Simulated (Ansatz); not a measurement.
Low-index surfaces of HgTe, space group F-43m (No. 216). Relaxed bulk:

```xyz
2
Lattice="0.0000 3.3248 3.3248 3.3248 0.0000 3.3248 3.3248 3.3248 0.0000" Properties=species:S:1:pos:R:3 pbc="T T T"
Hg    0.0000    0.0000    0.0000
Te    1.6624    1.6624    1.6624
```

Miller indices refer to the conventional cell, a = 6.650 Å, b = 6.650 Å, c = 6.650 Å, α = 90.00°, β = 90.00°, γ = 90.00°.

Theory: Ansatz, DFT PBE, scalar-relativistic, plane waves, PAW. Cutoff 420 eV, Γ-centred meshes, Gaussian smearing of 0.10 eV, no spin polarisation.

All atoms of each slab relax at the bulk's in-plane cell, with a dipole correction; γ is the mean of a slab's two faces. Bonds are neighbours within 10 % of the shortest distances in the bulk.

Problem. Order these faces by relaxed surface energy, lowest first.
A. (111), ending in Te and Hg (6 planes)
B. (110), ending in HgTe (5 planes)

Solution. B (0.12 J/m²), A (0.29 J/m²).

Problem. What are the details?

Solution. 
```csv
face,planes,thickness (Å),area (Å²),cut bonds per Å²,γ as cut (J/m²),γ relaxed (J/m²)
"(110), ending in HgTe",5,9.4,31.27,0.064,0.35,0.12
"(111), ending in Te and Hg",6,8.6,19.15,0.052,0.40,0.29
```

Faces whose slabs rebuild by over 0.8 Å, distort in their middle or lose their symmetry through the k mesh, and polar cuts of insulators, are left out. Of the terminations computed for a plane the cheapest is shown.

The slabs are thin, so differences under about 0.05 J/m² aren't settled, and faces are 1×1 cells, without the reconstructions that some real ones have. Spin-orbit coupling is left out, which matters for the bands of heavy elements.

The count of cut bonds doesn't pick the cheapest face here.

The (110) face is cheaper although it cuts more bonds per area, and most of its lead comes from relaxation: its energy falls from 0.35 to 0.12 J/m², against 0.40 to 0.29 J/m² for (111). The as-cut energies are too close to carry the ordering by themselves.

The likely reason is how the dangling bonds are filled. The nonpolar (110) face exposes Hg and Te in equal number, so charge can pass from the Hg to the Te dangling orbitals within the same surface. This normally drives a bond rotation in which the cation sinks towards a planar, sp²-like site and the anion moves outward with a filled lone pair. Mercury's tolerance of low coordination, helped by its tightly bound 6s shell, probably makes this cheap. On (111) the two species sit on opposite faces, leaving partly filled dangling bonds that a 1×1 relaxation can't pair up locally.

The (111) value is an average over unlike faces, so it doesn't tell whether the Hg or the Te side is the costlier.
